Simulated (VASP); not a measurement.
The system is Nb.

```
Nb
1.0
     1.56068    0.90106    7.54267
    -1.56068    0.90106    7.54267
     0.00000   -1.80212    7.54267
Nb
3
Direct
  0.00000 0.00000 0.00000
  0.22222 0.22222 0.22222
  0.77778 0.77778 0.77778
```

The cell was built by a generator and needn't be a form met in nature.

| Property | Result |
| --- | --- |
| Program | VASP 6.6.1 |
| Task | relaxation of cell and atoms |
| Functional | PBE |
| Potentials or basis | VASP PAW PBE potentials, release 64 (Nb_sv) |
| Cutoff | 600 eV |
| k mesh | 6 × 6 × 6 |
| Occupations | gaussian, width 0.1 eV |
| Spin | no spin polarisation |

At the start: pressure -16.8 GPa; volume 21.21 Å³/atom.

Question: How do energy, volume and symmetry change on relaxing?

Answer: Over 14 steps the energy falls by 201.9 meV/atom and the volume is 18.50 Å³/atom (-12.8 %); space group R-3m (No. 166, to 0.05 Å).

Step by step:
| step | energy change (eV) | largest force (eV/Å) | pressure (GPa) | volume (Å³) |
| --- | --- | --- | --- | --- |
| 1 | 0.0000 | 0.0590 | -16.81 | 63.64 |
| 2 | 0.9170 | 0.1618 | 50.56 | 45.25 |
| 3 | -0.4661 | 0.1001 | -0.98 | 56.16 |
| 4 | -0.4679 | 0.1020 | 0.07 | 55.80 |
| 5 | -0.4680 | 0.1030 | 0.52 | 55.65 |
| 6 | -0.5225 | 0.0214 | 0.71 | 55.50 |
| 7 | -0.5724 | 0.0883 | 1.10 | 55.25 |
| 8 | -0.5758 | 0.2809 | 3.21 | 54.57 |
| 9 | -0.5951 | 0.1999 | 1.59 | 55.00 |
| 10 | -0.5957 | 0.2519 | 2.28 | 54.78 |
| 11 | -0.5982 | 0.2317 | 1.92 | 54.88 |
| 12 | -0.5777 | 0.0202 | -4.49 | 57.23 |
| 13 | -0.6040 | 0.1536 | -0.26 | 55.61 |
| 14 | -0.6058 | 0.0170 | 0.01 | 55.50 |

Final structure:
```
Nb
1.0
     1.42359    0.82191    7.90542
    -1.42359    0.82191    7.90542
     0.00000   -1.64383    7.90542
Nb
3
Direct
  0.00000 0.00000 0.00000
  0.22243 0.22243 0.22243
  0.77757 0.77757 0.77757
```

Caveat: the k mesh is coarse (spacing up to 0.39 Å⁻¹), so the values aren't converged.
